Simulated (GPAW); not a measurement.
Crystal: AgBr.

```
Ag Br
1.0
     0.00000    2.87015    2.87015
     2.87015    0.00000    2.87015
     2.87015    2.87015    0.00000
Ag Br
1 1
Direct
  0.00000 0.00000 0.00000
  0.50000 0.50000 0.50000
```

Base run:

- Program: GPAW 26.7.0
- Functional: PBEsol
- Potentials or basis: PAW data sets generated in the run's folder for this functional
- Cutoff: 600 eV
- Basis: pw
- k mesh: 8 × 8 × 8
- Occupations: fermi-dirac, width 0.05 eV
- Spin: no spin polarisation
- Hubbard terms: Ag d U = 4 eV

Its results: band gap on the k mesh 1.20 eV, indirect (least direct gap 2.62 eV); pressure -0.7 GPa.

The run is repeated on the same cell with these changes: hubbard terms from Ag d U = 4 eV to Ag d U = 8 eV. What comes out?

Band gap on the k mesh 1.77 eV, indirect (least direct gap 2.77 eV); pressure 0.0 GPa.

A k mesh can miss the band edges.
